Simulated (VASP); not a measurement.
Crystal: TaC.

```xyz
2
Lattice="0.0000 2.2230 2.2230 2.2230 0.0000 2.2230 2.2230 2.2230 0.0000" Properties=species:S:1:pos:R:3 pbc="T T T"
Ta    0.0000    0.0000    0.0000
C     2.2230    2.2230    2.2230
```

* Program: VASP 6.6.1
* Task: relaxation of cell and atoms
* Functional: PBE
* Potentials or basis: VASP PAW PBE potentials, release 64 (Ta_pv, C)
* Cutoff: 520 eV
* k mesh: 6 × 6 × 6
* Occupations: gaussian, width 0.1 eV
* Spin: no spin polarisation

At the start: pressure 7.3 GPa; volume 10.99 Å³/atom.

**Question.** Where does the relaxation end?

**Answer.** Over 4 steps the energy falls by 5.3 meV/atom and the volume is 11.22 Å³/atom (+2.2 %); space group Fm-3m (No. 225, to 0.05 Å).

Step by step:
```tsv
step	energy change (eV)	largest force (eV/Å)	pressure (GPa)	volume (Å³)
1	0.0000	0.0000	7.26	21.97
2	0.0436	0.0000	-14.50	23.59
3	-0.0106	0.0000	-0.11	22.46
4	-0.0106	0.0000	0.02	22.45
```

Final structure:
```
Ta C
1.0
     0.00000    2.23891    2.23891
     2.23891    0.00000    2.23891
     2.23891    2.23891    0.00000
Ta C
1 1
Direct
  0.00000 0.00000 0.00000
  0.50000 0.50000 0.50000
```

Caveat: the k mesh is coarse (spacing up to 0.41 Å⁻¹), so the values aren't converged.
